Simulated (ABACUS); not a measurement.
**SnSe under changes of volume**

One of the cells (27.271 Å³/atom); the others are scaled copies at fixed shape and fractional positions:

```
Sn Se
1.0
     0.00000    3.01000    3.01000
     3.01000    0.00000    3.01000
     3.01000    3.01000    0.00000
Sn Se
1 1
Cartesian
  0.0000 0.0000 0.0000
  3.0100 3.0100 3.0100
```

Measurements of this composition are mostly on another form, of space group No. 62.

| Property | Result |
| --- | --- |
| Program | ABACUS 3.10.1 |
| Functional | PBE |
| Potentials or basis | PseudoDojo NC SR 0.4.1 PBE standard |
| Cutoff | 1184 eV |
| Density cutoff | 4735 eV |
| Basis | plane waves |
| k mesh | 8 × 8 × 8 |
| Occupations | fermi-dirac, width 0.05 eV |
| Spin | no spin polarisation |

```csv
volume (Å³/atom),energy over the lowest point (meV/atom),pressure (GPa),gap on the mesh (eV)
25.635,29.03,4.7,0.75
26.180,15.53,3.3,0.73
26.725,6.48,2.0,0.67
27.271,1.43,0.9,0.58
27.816,0.00,-0.1,0.49
28.362,?,?,?
28.907,6.56,-1.8,0.34
```

Q: What does the run at 28.362 Å³/atom give?

A: Energy over the lowest point 1.81 meV/atom; pressure -1.0 GPa; gap on the mesh 0.41 eV.

Worked out: A Birch-Murnaghan fit of order 3 (a polynomial in V^(-2/3)) to the other rows has its minimum at 27.77 Å³/atom with B0 = V·E''(V) = 49 GPa and B' = 4.3. It gives 1.82 meV/atom at 28.362 Å³/atom, against the run's 1.81, and -dE/dV = -1.0 GPa, against -1.0. A parabola through the other rows of the gap, of slope -4.62 eV per unit of ln V there, gives 0.42 eV, against the run's 0.41.

Energies are extrapolated to zero smearing.

Caveats: spin-orbit coupling is left out, which moves the levels of the heavy elements.

A mesh can miss the band edges.
